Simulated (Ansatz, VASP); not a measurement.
**Ir in VASP and in Ansatz**

```
Ir
1.0
    -0.03839    1.90050    1.90050
     1.90050   -0.03839    1.90050
     1.90050    1.90050   -0.03839
Ir
1
Direct
  0.00000 0.00000 0.00000
```

Change from the starting cell: equal xy, yz and zx shear strains of -2 %.

Alike in both runs: task single point; functional PBEsol; k mesh 15 × 15 × 15; occupations fermi-dirac, width 0.05 eV; no spin polarisation.

|  | VASP | Ansatz |
| --- | --- | --- |
| version | VASP 6.6.1 | Ansatz 0.2.0 |
| potentials or method | VASP PAW PBE potentials, release 64 (Ir), cutoff 520 eV | all-electron LAPW, scalar-relativistic |

```csv
,VASP,Ansatz,Ansatz less VASP
pressure (GPa),-1.3,-2.2,-0.98
largest component of the traceless stress (GPa),5.50,5.49,-0.015
```

Ansatz ran all-electron here, so the differences hold the error of VASP's frozen core and of both bases.

Caveats: the PAW data sets were made with another functional, which shifts forces and pressure a little (VASP). Spin-orbit coupling is left out, which matters for the levels of Ir.
